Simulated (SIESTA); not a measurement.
# GaAs: band structure with BLYP

**The experiment to reproduce.**

From “Evidence of valence band perturbations in GaAsN/GaAs(001): A combined variable-angle spectroscopic ellipsometry and modulated photoreflectance investigation”, 2008, arxiv:0805.2212, for a bulk crystal of GaAs at 300 K: band gap 1.418 ± 0.005 eV (direct).

Crystal: GaAs.

```xyz
2
Lattice="0.0000 2.8268 2.8268 2.8268 0.0000 2.8268 2.8268 2.8268 0.0000" Properties=species:S:1:pos:R:3 pbc="T T T"
As    4.2403    4.2403    4.2403
Ga    0.0000    0.0000    0.0000
```

```yaml
Program: SIESTA 5.4.2
Task: band structure
Functional: BLYP
Potentials_or_basis: PseudoDojo 0.4 standard (PBE files)
Basis: DZP (energy shift 0.003 Ry; two zetas on semicore shells)
Grid_cutoff: 800 Ry
Energy_shift: 0.003 Ry
k_mesh: 8 × 8 × 8
Occupations: fermi-dirac, width 0.05 eV
Spin: no spin polarisation
```

The pressure is 6.8 GPa and the band gap on the k mesh is 0.46 eV, direct. The band gap along the path is 0.46 eV, direct.

Levels at the corners of the path, in eV from the valence-band top:
| point | band 11 | band 12 | band 13 | band 14 | band 15 | band 16 | band 17 | band 18 |
| --- | --- | --- | --- | --- | --- | --- | --- | --- |
| Γ | -12.76 | 0.00 | 0.00 | 0.00 | 0.46 | 3.95 | 3.95 | 3.95 |
| X | -10.32 | -6.88 | -2.66 | -2.66 | 1.81 | 1.96 | 10.41 | 10.41 |
| W | -10.26 | -6.70 | -3.47 | -3.29 | 4.73 | 5.18 | 5.63 | 6.58 |
| K | -10.36 | -6.70 | -3.79 | -2.24 | 2.24 | 4.93 | 8.33 | 8.34 |
| Γ | -12.76 | 0.00 | 0.00 | 0.00 | 0.46 | 3.95 | 3.95 | 3.95 |
| L | -11.05 | -6.66 | -1.13 | -1.13 | 1.04 | 4.96 | 4.96 | 8.66 |
| U | -10.36 | -6.70 | -3.79 | -2.24 | 2.24 | 4.93 | 8.33 | 8.34 |
| W | -10.26 | -6.70 | -3.47 | -3.29 | 4.73 | 5.18 | 5.63 | 6.58 |
| L | -11.05 | -6.66 | -1.13 | -1.13 | 1.04 | 4.96 | 4.96 | 8.66 |
| K | -10.36 | -6.70 | -3.79 | -2.24 | 2.24 | 4.93 | 8.33 | 8.34 |
| U | -10.36 | -6.70 | -3.79 | -2.24 | 2.24 | 4.93 | 8.33 | 8.34 |
| X | -10.32 | -6.88 | -2.66 | -2.66 | 1.81 | 1.96 | 10.41 | 10.41 |

Wall time 58 s on 1 thread of Intel(R) Xeon(R) 6975P-C (Granite Rapids) (shared host), peak memory 0.4 GiB.

Measured gap of GaAs: 1.418 eV (direct; 300 K; “Evidence of valence band perturbations in GaAsN/GaAs(001): A combined variable-angle spectroscopic ellipsometry and modulated photoreflectance investigation”, 2008, arxiv:0805.2212). This calculation gives 0.46 eV (-0.96 eV). 3 values of this kind are on record (1.412 to 1.51 eV); this one was drawn at random among those near their median, those with a stated uncertainty first. Spin-orbit coupling on As, Ga is left out. The value is that of BLYP in an atomic basis (PseudoDojo 0.4 standard (PBE files), DZP (energy shift 0.003 Ry; two zetas on semicore shells)), whose error adds to the functional's,, without temperature or zero-point motion. Semilocal functionals fall short of measured gaps as a rule.

Caveat: the potentials were made for another functional, which shifts forces and pressure; the basis of atomic orbitals isn't converged, which shifts pressures, moduli and gaps.
